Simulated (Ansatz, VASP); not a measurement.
# ZrB2 in VASP and in Ansatz

INCAR

```
  PREC = Accurate
  ENCUT = 520
  EDIFF = 1E-7
  ISMEAR = -1
  SIGMA = 0.05
  LREAL = False
  LASPH = True
  NELM = 60
  ALGO = Normal
  ISIF = 2
  LWAVE = False
  LCHARG = False
  GGA = PE
  NBANDS = 16
```

File KPOINTS:

```
Automatic mesh
0
Gamma
  10 10 8
```

File POSCAR:

```
ZrB2
1.0
    3.2321726471      0.0000000000      0.0000000000
   -1.6160863235      2.7991436218      0.0000000000
    0.0000000000      0.0000000000      3.6022921016
Zr B
1 2
Direct
    0.0000000000      0.0000000000      0.0000000000
    0.6666666667      0.3333333333      0.5000000000
    0.3333333333      0.6666666667      0.5000000000
```

Contents of input.yaml:

```yaml
crystal:
  lattice:
    - [3.2321726471, 0.0, 0.0]
    - [-1.6160863235, 2.7991436218, 0.0]
    - [0.0, 0.0, 3.6022921016]
  atoms:
    - { symbol: Zr, position: [0.0, 0.0, 0.0] }
    - { symbol: B, position: [0.6666666667, 0.3333333333, 0.5] }
    - { symbol: B, position: [0.3333333333, 0.6666666667, 0.5] }
hamiltonian:
  xc: pbe
  pseudopotentials: { kind: paw }
kpoints:
  mp_grid: { grid: [10, 10, 8] }
scf:
  occupations: { method: fermi_dirac, width: 0.05 }
output:
  forces: true
  stress: true
  eigenvalues: true
  write_density: true
  write_potential: true
  elf: true
  volumetric_format: npy
```

Change from the starting cell: volume scaled by 1.06.

Alike in both runs: task single point; functional PBE; k mesh 10 × 10 × 8; occupations fermi-dirac, width 0.05 eV; no spin polarisation.

|  | VASP | Ansatz |
| --- | --- | --- |
| version | VASP 6.6.1 | Ansatz 0.2.0 |
| potentials or method | VASP PAW PBE potentials, release 64 (Zr_sv, B) | Ansatz PAW |
| plane-wave cutoff (eV) | 520 | 420 |
| valence electrons in the cell | 18 | 18 |

VASP gave:

| Quantity | Value |
| --- | --- |
| gap on the k mesh at the Fermi level (eV) | none |
| pressure (GPa) | -11.7 |
| largest component of the traceless stress (GPa) | 1.55 |

Problem. Estimate Ansatz's values.

Solution. gap on the k mesh at the Fermi level (eV): none; pressure (GPa): -11.8; largest component of the traceless stress (GPa): 1.52.

A gap of «none» marks a metal or a gap that the smearing closes.
